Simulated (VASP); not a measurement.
# HfN (Fm-3m) in VASP: a series of runs

The runs below take HfN through band structure, with SCAN, rSCAN.

Everything below comes from runs of VASP 6.6.1. Logs are shortened: lines on timing, memory, paths and dates and some standing lists are left out, and cuts for length are marked.

## 1. Starting point

The structure is cubic, space group Fm-3m (No. 225). Conventional cell: a = 4.512 Å, b = 4.512 Å, c = 4.512 Å, α = 90.00°, β = 90.00°, γ = 90.00°. Hf (site symmetry m-3m) is surrounded by 6 N at 2.26 Å. N (site symmetry m-3m) has 6 Hf at 2.26 Å as nearest neighbours.

## 2. Band structure, SCAN

Input file INCAR:

```
SYSTEM = HfN
PREC = Accurate
ENCUT = 520
EDIFF = 1E-6
ISMEAR = -1
SIGMA = 0.05
LREAL = .False.
LASPH = .True.
NELM = 100
ALGO = Normal
ISIF = 2
LWAVE = .False.
LCHARG = .False.
LMAXMIX = 4
METAGGA = SCAN
LMIXTAU = .True.
```

Input file KPOINTS:

```
Automatic mesh
0
Gamma
  10 10 10
  0 0 0
```

Input file POSCAR:

```
HfN
1.0
    0.0000000000      2.2560000000      2.2560000000
    2.2560000000      0.0000000000      2.2560000000
    2.2560000000      2.2560000000      0.0000000000
Hf N
1 1
Direct
    0.0000000000      0.0000000000      0.0000000000
    0.5000000000      0.5000000000      0.5000000000
```

Input file KPOINTS_OPT:

```
path GXWKGLUWLK,UX
15
line-mode
reciprocal
 0.0000000000  0.0000000000  0.0000000000  G
 0.5000000000  0.0000000000  0.5000000000  X

 0.5000000000  0.0000000000  0.5000000000  X
 0.5000000000  0.2500000000  0.7500000000  W

 0.5000000000  0.2500000000  0.7500000000  W
 0.3750000000  0.3750000000  0.7500000000  K

 0.3750000000  0.3750000000  0.7500000000  K
 0.0000000000  0.0000000000  0.0000000000  G

 0.0000000000  0.0000000000  0.0000000000  G
 0.5000000000  0.5000000000  0.5000000000  L

 0.5000000000  0.5000000000  0.5000000000  L
 0.6250000000  0.2500000000  0.6250000000  U

 0.6250000000  0.2500000000  0.6250000000  U
 0.5000000000  0.2500000000  0.7500000000  W

 0.5000000000  0.2500000000  0.7500000000  W
 0.5000000000  0.5000000000  0.5000000000  L

 0.5000000000  0.5000000000  0.5000000000  L
 0.3750000000  0.3750000000  0.7500000000  K

 0.6250000000  0.2500000000  0.6250000000  U
 0.5000000000  0.0000000000  0.5000000000  X
```

Potentials or basis: VASP PAW PBE potentials, release 64 (Hf_pv, N).

Launch:

```console
> cat potpaw_PBE.64/Hf_pv/POTCAR potpaw_PBE.64/N/POTCAR > POTCAR
> mpirun -np 1 vasp_std > vasp.out
```

OUTCAR:

```text
SYSTEM = HfN
   PREC = Accurate
   ENCUT = 520
   EDIFF = 1E-6
   ISMEAR = -1
   LREAL = .False.
   LASPH = .True.
   NELM = 100
   ISIF = 2
   METAGGA = SCAN

 ion  position               nearest neighbor table
   1  0.000  0.000  0.000-   2 2.26   2 2.26   2 2.26   2 2.26   2 2.26   2 2.26
   2  0.500  0.500  0.500-   1 2.26   1 2.26   1 2.26   1 2.26   1 2.26   1 2.26

  LATTYP: Found a face centered cubic cell.
 ALAT       =     4.5120000000

  Lattice vectors:

 A1 = (   0.0000000000,   2.2560000000,   2.2560000000)
 A2 = (   2.2560000000,   0.0000000000,   2.2560000000)
 A3 = (   2.2560000000,   2.2560000000,   0.0000000000)

Analysis of symmetry for initial positions (statically):
=====================================================================
 Subroutine PRICEL returns:
 Original cell was already a primitive cell.

 Routine SETGRP: Setting up the symmetry group for a
 face centered cubic supercell.

 Subroutine GETGRP returns: Found 48 space group operations
 (whereof 48 operations were pure point group operations)
 out of a pool of 48 trial point group operations.

The static configuration has the point symmetry O_h .

Analysis of symmetry for dynamics (positions and initial velocities):
=====================================================================
 Subroutine PRICEL returns:
 Original cell was already a primitive cell.

 Routine SETGRP: Setting up the symmetry group for a
 face centered cubic supercell.

 Subroutine GETGRP returns: Found 48 space group operations
 (whereof 48 operations were pure point group operations)
 out of a pool of 48 trial point group operations.

The dynamic configuration has the point symmetry O_h .

 Subroutine INISYM returns: Found 48 space group operations
 (whereof 48 operations are pure point group operations),
 and found     1 'primitive' translations

----------------------------------------------------------------------------------------

                                     Primitive cell

  volume of cell :      22.9640

  direct lattice vectors                    reciprocal lattice vectors
     0.000000000  2.256000000  2.256000000    -0.221631206  0.221631206  0.221631206
     2.256000000  0.000000000  2.256000000     0.221631206 -0.221631206  0.221631206
     2.256000000  2.256000000  0.000000000     0.221631206  0.221631206 -0.221631206

  length of vectors
     3.190465797  3.190465797  3.190465797     0.383876509  0.383876509  0.383876509

  position of ions in fractional coordinates (direct lattice)
[... 88 lines left out ...]
   TEBEG  =    0.0;   TEEND  =   0.0 temperature during run
   PSTRESS=    0.0 pullay stress
   NELECT =      15.0000    total number of electrons
   NUPDOWN=      -1.0000    fix difference up-down
   EMIN   =  10.00;   EMAX   =-10.00  energy-range for DOS
   EFERMI =   0.00;   METHOD = LEGACY
   ISMEAR =    -1;   SIGMA  =   0.05  broadening in eV -4-tet -1-fermi 0-gaus
   EFERMI_NEDOS =   21; number of points for ismear=-14 and -15
   IALGO  =     38    algorithm
   IMIX   =      4    mixing-type and parameters
     AMIX     =   0.40;   BMIX     =  1.00
     AMIX_MAG =   1.60;   BMIX_MAG =  1.00
  volume/ion in A,a.u.               =      11.48        77.48
  Fermi-wavevector in a.u.,A,eV,Ry     =   1.420440  2.684242 27.451783  2.017649
  Thomas-Fermi vector in A             =   2.541355
   LORBIT       =      0    0 simple, 1 ext, 2 COOP (PROOUT), +10 PAW based schemes
   METAGGA = SCAN    functional components
   LHFCALC =     F    Hartree Fock is set to
   AEXX    =    0.0000 exact exchange contribution
   IVDW    =     0    specifies the selected vdW correction
   LEPSILON=     F    determine dielectric tensor
   LRPA    =     F    only Hartree local field effects (RPA)
 non-spin polarized calculation
  energy-cutoff  :      520.00
  volume of cell :       22.96
 maximum number of plane-waves:       636
   NGX = 11   NGY = 11   NGZ = 11

 number of electron      15.0000001 magnetization

 Free energy of the ion-electron system (eV)
  ---------------------------------------------------
  ext. energy  EPLUGINS =         0.00000000
  ---------------------------------------------------
  free energy    TOTEN  =       -75.92686807 eV

  energy without entropy =      -75.92050530  energy(sigma->0) =      -75.92368668

 E-fermi :   8.4504     XC(G=0): -13.6720

 val. band max:        8.4075892284   @ k =  -0.4000   0.3000   0.0000
 cond. band min:       8.4586610942   @ k =  -0.1000   0.1000   0.0000
 fundamental gap:      0.0510718658
 Fermi energy:         8.4504167788

 k-point     1 :       0.0000    0.0000    0.0000
  band No.  band energies     occupation
      1     -23.3546      2.00000
      2     -23.3544      2.00000
      3     -23.3544      2.00000
      4     -10.3395      2.00000
      5       5.0834      2.00000
      6       5.0834      2.00000
      7       5.0834      2.00000
      8       8.0585      1.99921
      9       8.0585      1.99921
     10       8.0585      1.99921
     11      10.2987      0.00000
[... 309 lines left out ...]
 k-point    24 :       0.4000    0.3000    0.0000
  band No.  band energies     occupation
      1     -24.0786      2.00000
      2     -23.6342      2.00000
      3     -23.6030      2.00000
      4      -8.9210      2.00000
      5       1.3795      2.00000
      6       3.4837      2.00000
      7       3.9423      2.00000
      8       5.8355      2.00000
      9      12.5904      0.00000
     10      13.1323      0.00000
     11      13.2672      0.00000

 [... further k-points ...]

------------------------ aborting loop because EDIFF is reached ----------------------------------------

  FORCE on cell =-STRESS in cart. coord.  units (eV):
  Direction    XX          YY          ZZ          XY          YZ          ZX
  --------------------------------------------------------------------------------------
  -------------------------------------------------------------------------------------
  Total       -0.5026447     -0.5026447     -0.5026447      0.0000000     -0.0000000      0.0000000
  in kB      -35.0690848    -35.0690848    -35.0690848      0.0000000     -0.0000000      0.0000000
  external PRESSURE =     -35.0690848 kB  Pullay stress =       0.0000000 kB

 VOLUME and BASIS-vectors are now :
 -----------------------------------------------------------------------------
  energy-cutoff  :      520.00
  volume of cell :       22.96
      direct lattice vectors                 reciprocal lattice vectors
     0.000000000  2.256000000  2.256000000    -0.221631206  0.221631206  0.221631206
     2.256000000  0.000000000  2.256000000     0.221631206 -0.221631206  0.221631206
     2.256000000  2.256000000  0.000000000     0.221631206  0.221631206 -0.221631206

 POSITION                                       TOTAL-FORCE (eV/Angst)
 -----------------------------------------------------------------------------------
      0.00000      0.00000      0.00000         0.000000     -0.000000     -0.000000
      2.25600      2.25600      2.25600        -0.000000      0.000000      0.000000
 -----------------------------------------------------------------------------------
    total drift:                                0.000000     -0.000000     -0.000000

  FREE ENERGIE OF THE ION-ELECTRON SYSTEM (eV)
  ---------------------------------------------------
  free  energy   TOTEN  =       -75.9268680670 eV

  energy  without entropy=      -75.9205053012  energy(sigma->0) =      -75.92368668
```

It took 43 s on 1 thread of Intel Xeon 6975P-C (Granite Rapids), shared host; peak memory 0.16 GiB.

Results:

```yaml
Free_energy: -75.9269 eV
Pressure: -3.5 GPa
Band_gap_along_the_path: none (metal or under the smearing width)
```

Levels at the corners of the path, in eV from the Fermi level:
| point | band 6 | band 7 | band 8 | band 9 | band 10 | band 11 |
| --- | --- | --- | --- | --- | --- | --- |
| Γ | -3.37 | -3.37 | -0.39 | -0.39 | -0.39 | 1.85 |
| X | -4.06 | -4.06 | -3.96 | 4.14 | 5.57 | 5.58 |
| X | -4.06 | -4.06 | -3.96 | 4.14 | 5.57 | 5.58 |
| W | -5.86 | -5.86 | 1.13 | 1.13 | 5.58 | 5.65 |
| W | -5.86 | -5.86 | 1.13 | 1.13 | 5.58 | 5.65 |
| K | -5.94 | -5.38 | -0.93 | 3.97 | 4.50 | 6.14 |
| K | -5.94 | -5.38 | -0.93 | 3.97 | 4.50 | 6.14 |
| Γ | -3.37 | -3.37 | -0.39 | -0.39 | -0.39 | 1.85 |
| Γ | -3.37 | -3.37 | -0.39 | -0.39 | -0.39 | 1.85 |
| L | -6.65 | -6.65 | 3.37 | 3.76 | 3.76 | 4.66 |
| L | -6.65 | -6.65 | 3.37 | 3.76 | 3.76 | 4.66 |
| U | -5.94 | -5.38 | -0.93 | 3.97 | 4.50 | 6.14 |
| U | -5.94 | -5.38 | -0.93 | 3.97 | 4.50 | 6.14 |
| W | -5.86 | -5.86 | 1.13 | 1.13 | 5.58 | 5.65 |
| W | -5.86 | -5.86 | 1.13 | 1.13 | 5.58 | 5.65 |
| L | -6.65 | -6.65 | 3.37 | 3.76 | 3.76 | 4.66 |
| L | -6.65 | -6.65 | 3.37 | 3.76 | 3.76 | 4.66 |
| K | -5.94 | -5.38 | -0.93 | 3.97 | 4.50 | 6.14 |
| U | -5.94 | -5.38 | -0.93 | 3.97 | 4.50 | 6.14 |
| X | -4.06 | -4.06 | -3.96 | 4.14 | 5.57 | 5.58 |

Caveat: the PAW data sets were made with another functional, which shifts forces and pressure a little; spin-orbit coupling is left out, which moves the levels of the heavy elements.

## 3. Band structure, SCAN, spin-orbit coupling, no magnetisation

Input file INCAR:

```
SYSTEM = HfN
  PREC = Accurate
  ENCUT = 520
  EDIFF = 1E-7
  ISMEAR = -1
  SIGMA = 0.05
  LREAL = .FALSE.
  LASPH = .TRUE.
  NELM = 80
  ALGO = Normal
  ISIF = 2
  LWAVE = .FALSE.
  LCHARG = .FALSE.
  MAGMOM = 0 0 0 0 0 0
  LORBIT = 11
  LSORBIT = .TRUE.
  GGA_COMPAT = .FALSE.
  LMAXMIX = 4
  METAGGA = SCAN
  LMIXTAU = .TRUE.
  NBANDS = 27
```

Input file KPOINTS:

```
Automatic mesh
0
G
  7 7 7
  0 0 0
```

POSCAR is that of step 2.

Edit KPOINTS_OPT of step 2 so:

```diff
@@ -1,3 +1,3 @@
 path GXWKGLUWLK,UX
-15
+10
 line-mode
```

Potentials or basis: VASP PAW PBE potentials, release 64 (Hf_pv, N).

Launch:

```console
> cat potpaw_PBE.64/Hf_pv/POTCAR potpaw_PBE.64/N/POTCAR > POTCAR
> mpirun -np 1 vasp_ncl > vasp.out
```

Run time: 2.7 min. Hardware: 1 thread of Intel Xeon 6975P-C (Granite Rapids), shared host; peak memory 0.23 GiB.

The run converged. Its results:

```
Free energy                                           : -76.5564 eV
Pressure                                              : -3.1 GPa
Valence electrons inside the program's atomic spheres : Hf 8.67; N 3.78
```

Caveat: the PAW data sets were made with another functional, which shifts forces and pressure a little.

## 4. Band structure, rSCAN

Input file INCAR:

```
ALGO     = Normal         # electronic algorithm
EDIFF    = 1E-6           # SCF threshold, eV
ENCUT    = 520            # plane-wave cutoff, eV
ISIF     = 2              # what is computed and relaxed
ISMEAR   = -1             # smearing method
LASPH    = T              # aspherical terms in the spheres
LCHARG   = F              # write CHGCAR
LMAXMIX  = 4              # l up to which the mixer works
LMIXTAU  = T            
LREAL    = F              # projectors in reciprocal space
LWAVE    = F              # write WAVECAR
METAGGA  = RSCAN          # meta-GGA
NELM     = 60             # most SCF steps
PREC     = Accurate       # precision mode
SIGMA    = 0.05           # smearing width, eV
```

Input file KPOINTS:

```
k-points
0
Gamma
  10 10 10
```

POSCAR is that of step 3.

Edit KPOINTS_OPT of step 3 so:

```diff
@@ -1,3 +1,3 @@
 path GXWKGLUWLK,UX
-10
+15
 line-mode
```

Launch:

```console
> cat potpaw_PBE.64/Hf_pv/POTCAR potpaw_PBE.64/N/POTCAR > POTCAR
> mpirun -np 1 vasp_std > vasp.out
```

It took 37 s on 1 thread of Intel Xeon 6975P-C (Granite Rapids), shared host; peak memory 0.15 GiB.

It converged, with:

```
Free energy             : -93.8319 eV
Pressure                : -1.0 GPa
Band gap along the path : none (metal or under the smearing width)
```

Levels at the corners of the path, in eV from the Fermi level:
```
point  band 5  band 6  band 7  band 8  band 9  band 10  band 11
    Γ   -3.45   -3.45   -3.45   -0.37   -0.37    -0.37     2.00
    X   -5.96   -4.15   -4.15   -3.95    4.15     5.58     5.60
    X   -5.96   -4.15   -4.15   -3.95    4.15     5.58     5.61
    W   -6.65   -5.96   -5.96    1.12    1.12     5.60     5.65
    W   -6.65   -5.96   -5.96    1.12    1.12     5.60     5.65
    K   -6.81   -6.05   -5.44   -0.93    3.97     4.52     6.16
    K   -6.81   -6.05   -5.44   -0.93    3.97     4.52     6.16
    Γ   -3.45   -3.45   -3.45   -0.37   -0.37    -0.37     2.00
    Γ   -3.45   -3.45   -3.45   -0.37   -0.37    -0.37     2.00
    L   -9.39   -6.68   -6.68    3.37    3.78     3.78     4.56
    L   -9.39   -6.68   -6.68    3.37    3.78     3.78     4.56
    U   -6.81   -6.05   -5.44   -0.93    3.97     4.52     6.16
    U   -6.81   -6.05   -5.44   -0.93    3.97     4.52     6.17
    W   -6.65   -5.96   -5.96    1.12    1.12     5.60     5.65
    W   -6.65   -5.96   -5.96    1.12    1.12     5.60     5.65
    L   -9.39   -6.68   -6.68    3.37    3.78     3.78     4.56
    L   -9.39   -6.68   -6.68    3.37    3.78     3.78     4.56
    K   -6.81   -6.05   -5.44   -0.93    3.97     4.52     6.16
    U   -6.81   -6.05   -5.44   -0.93    3.97     4.52     6.16
    X   -5.96   -4.15   -4.15   -3.95    4.15     5.58     5.62
```

Caveat: the PAW data sets were made with another functional, which shifts forces and pressure a little; spin-orbit coupling is left out, which moves the levels of the heavy elements.

## 5. For comparison

An earlier run on the cell as given: functional PBEsol; potentials or basis VASP PAW PBE potentials, release 64 (Hf_pv, N); cutoff 520 eV; k mesh 10 × 10 × 10; occupations fermi-dirac, width 0.05 eV; no spin polarisation.

- Pressure: -4.1 GPa
- Band gap on the k mesh: none (metal or under the smearing width)

## 6. Summary

| task | level | spin | k mesh | ladder | pressure (GPa) |
| --- | --- | --- | --- | --- | --- |
| band structure | SCAN | off | 10 × 10 × 10 | - | -3.5 |
| band structure | SCAN | SOC, no magnetisation | 7 × 7 × 7 | - | -3.1 |
| band structure | rSCAN | off | 10 × 10 × 10 | - | -1.0 |
| single point | PBEsol | off | 10 × 10 × 10 | free | -4.1 |

Alike in all rows: potentials or basis VASP PAW PBE potentials, release 64 (Hf_pv, N); cell as given; cutoff (eV) 520; smearing fermi-dirac 0.05 eV.

The pressure there spans -4.1 GPa (PBEsol) to -1.0 GPa (rSCAN); a positive pressure means that this level wants a larger cell, a negative one a smaller.

Caveats: the PAW data sets were made with another functional, which shifts forces and pressure a little; spin-orbit coupling is left out, which moves the levels of the heavy elements (some runs).

Absolute energies hang on the potentials; compare differences alone.
